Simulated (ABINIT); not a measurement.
Runs of ABINIT 10.8.3 (patched build) on Rh. The structure is cubic, space group Fm-3m (No. 225). Conventional cell: a = 3.796 Å, b = 3.796 Å, c = 3.796 Å, α = 90.00°, β = 90.00°, γ = 90.00°. Rh (site symmetry m-3m) has 12 Rh at 2.68 Å as nearest neighbours. 

| task | level | potentials or basis | k mesh | cutoff (eV) | fine-grid cutoff | dispersion computed by | mesh quality | gap on the mesh (eV) | pressure (GPa) | V0 of scaled cells (Å³/atom) | B0 (GPa) |
| --- | --- | --- | --- | --- | --- | --- | --- | --- | --- | --- | --- |
| band structure | SCAN | JTH PAW PBE v2.0 | 12 × 12 × 12 | 653 | 1251.72 eV | - | not flagged | none | - | - | - |
| band structure | AM05 | JTH PAW PBE v2.0 | 12 × 12 × 12 | 544 | 1088.46 eV | - | not flagged | none | -5.1 | - | - |
| band structure | WC | JTH PAW PBE v2.0 | 12 × 12 × 12 | 544 | 1088.46 eV | - | not flagged | none | -1.1 | - | - |
| equation of state | PBE+D2 | JTH PAW PBE v2.0 | 12 × 12 × 12 | 435 | 870.764 eV | - | not flagged | - | - | 13.49 | (b) |
| equation of state | LDA | JTH PAW LDA v2.0 | 12 × 12 × 12 | 707 | 1306.15 eV | - | not flagged | - | - | 13.22 | 320 |
| band structure | PW91 | JTH PAW PBE v2.0 | 12 × 12 × 12 | 544 | 1088.46 eV | - | not flagged | none | (a) | - | - |
| single point | r2SCAN | JTH PAW PBE v2.0 | 5 × 5 × 5 | 653 | 1251.72 eV | - | coarse | none | - | - | - |
| single point | PBE | JTH PAW PBE v2.0 | 7 × 7 × 7 | 544 | 1088.46 eV | - | coarse | none | 6.1 | - | - |
| single point | r2SCAN | JTH PAW PBE v2.0 | 7 × 7 × 7 | 653 | 1251.72 eV | - | coarse | none | - | - | - |
| band structure | r2SCAN | JTH PAW PBE v2.0 | 12 × 12 × 12 | 517 | 1034.03 eV | - | not flagged | none | - | - | - |
| equation of state | PBE+D4 | JTH PAW PBE v2.0 | 12 × 12 × 12 | 435 | 870.764 eV | dftd4 4.3.1 | not flagged | - | - | 13.59 | (c) |
| equation of state | SOGGA | JTH PAW PBE v2.0 | 12 × 12 × 12 | 544 | 1088.46 eV | - | not flagged | - | - | (d) | 307 |

Alike in all rows: no spin polarisation; cell as given; smearing fermi-dirac 0.05 eV.

Question: Estimate the missing entries.

Answer: (a) 7.9; (b) 266; (c) 283; (d) 13.37.

Caveats: some runs use coarse meshes; the PAW data sets were made with another functional, which shifts forces and pressure a little (some runs); pressures at fixed basis lie under the slope of the energies (some runs).

A k mesh can miss the band edges, and the runs leave out spin-orbit coupling on Rh.

A gap of «none» marks a metal or a gap under the smearing width.

Not every run made on this cell is shown here.
